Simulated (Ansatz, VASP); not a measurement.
## One calculation of InSb, two programs

```
In Sb
1.0
     0.00000    3.22827    3.22827
     3.22827    0.00000    3.22827
     3.22827    3.22827    0.00000
In Sb
1 1
Direct
  0.00000 0.00000 0.00000
  0.75000 0.75000 0.75000
```

Change from the starting cell: volume scaled by 0.99, crystal datasets.

Alike in both runs: task electric field gradients; functional PBEsol; k mesh 9 × 9 × 9; occupations fermi-dirac, width 0.05 eV; no spin polarisation.

|  | VASP | Ansatz |
| --- | --- | --- |
| version | VASP 6.6.1 | Ansatz 0.2.0 |
| potentials or method | VASP PAW PBE potentials, release 64 (In_d, Sb), cutoff 520 eV | all-electron PAW with datasets made for the crystal, scalar-relativistic |

|  | VASP | Ansatz | Ansatz less VASP |
| --- | --- | --- | --- |
| pressure (GPa) | 1.4 | 1.3 | -0.01 |
| Vzz of the field gradient on the site that differs most (V/Å²) | 0.0 | 0.0 | 0.00 |

Ansatz ran all-electron here, so the differences hold the error of VASP's frozen core and of both bases. Ansatz warned: «gradients_without_spin_orbit».

Caveats: the PAW data sets were made with another functional, which shifts forces and pressure a little (VASP). The runs have no spin-orbit coupling, so splittings on Sb are missing.
